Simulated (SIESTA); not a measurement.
## Pt under changes of volume

One of the cells (16.222 Å³/atom); the others are scaled copies at fixed shape and fractional positions:

```xyz
1
Lattice="-1.5947 1.5947 1.5947 1.5947 -1.5947 1.5947 1.5947 1.5947 -1.5947" Properties=species:S:1:pos:R:3 pbc="T T T"
Pt    0.0000    0.0000    0.0000
```

This isn't the form of Pt at room conditions, which is fcc.

| Property | Result |
| --- | --- |
| Program | SIESTA 5.4.2 |
| Functional | PBE |
| Potentials or basis | PseudoDojo 0.4 standard (PBE files) |
| Basis | DZP (energy shift 0.002 Ry) |
| Grid cutoff | 800 Ry |
| Energy shift | 0.002 Ry |
| k mesh | 12 × 12 × 12 |
| Occupations | fermi-dirac, width 0.05 eV |
| Spin | no spin polarisation |

| volume (Å³/atom) | energy over the lowest point (meV/atom) | pressure (GPa) |
| --- | --- | --- |
| 14.950 | ? | ? |
| 15.268 | 19.87 | 11.7 |
| 15.586 | 2.68 | 5.9 |
| 16.222 | 0.00 | -3.9 |
| 16.540 | 11.75 | -7.8 |
| 16.858 | 30.83 | -11.2 |

Problem. What does the run at 14.950 Å³/atom give?

Solution. Energy over the lowest point 49.13 meV/atom; pressure 18.1 GPa.

Worked out: A Birch-Murnaghan fit of order 3 (a polynomial in V^(-2/3)) to the other rows has its minimum at 15.94 Å³/atom with B0 = V·E''(V) = 238 GPa and B' = 6.0. It gives 49.69 meV/atom at 14.950 Å³/atom, against the run's 49.13, and -dE/dV = 18.5 GPa, against 18.1.

Energies are extrapolated to zero smearing.

Caveats: semicore shells carry a single zeta, which can move pressures by several GPa and volumes by a few percent; the basis of atomic orbitals isn't converged, which shifts pressures, moduli and gaps.
